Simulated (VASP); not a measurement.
**Results of a VASP single-point calculation on LiCl (database structure)**

POSCAR

```
Li Cl
 1.0000000000000000
     3.8937403927024352    0.0000000000000000   -0.0000000000000000
    -1.9468701963512176    3.3720780958219057    0.0000000000000000
    -0.0000000000000000   -0.0000000000000000    6.2258774254657476
 Li  Cl
   2   2
Cartesian
  1.9468701963512176  1.1240260319406350  5.4667944935873090
 -0.0000000000000000  2.2480520638812700  2.3538557808544356
  1.9468701963512176  1.1240260319406350  3.0937931923055180
 -0.0000000000000000  2.2480520638812700  6.2067319050383922
```

- gap between bands v and c: 6.74 eV
- least direct gap: 6.74 eV

Band v is the last that the valence electrons fill when counted band by band, and c is the next. Levels in eV from the top of v:

```csv
point,v−1,v,c,c+1
Γ,-0.09,0.00,6.74,9.07
M,-0.61,-0.36,8.46,8.61
K,-0.83,-0.83,8.28,10.03
A,-0.26,-0.26,8.07,8.07
L,-0.61,-0.61,8.03,8.03
H,-0.43,-0.43,9.47,9.47
```

Task: Which of these levels of theory gave these results?
A. LDA
B. r²SCAN
C. PBEsol
D. HSE06
E. PBE with spin–orbit coupling
F. PBE
G. PBE0

Result: B.

The INCAR was:

```
ISIF = 2
LWAVE = .FALSE.
PREC = Accurate
ENCUT = 520
LCHARG = .TRUE.
LELF = .TRUE.
METAGGA = R2SCAN
EDIFF = 1E-7
NELM = 120
SIGMA = 0.01
LASPH = .TRUE.
LREAL = .FALSE.
NSW = 0
ISMEAR = 0
ALGO = Normal
NBANDS = 18
IBRION = -1
```
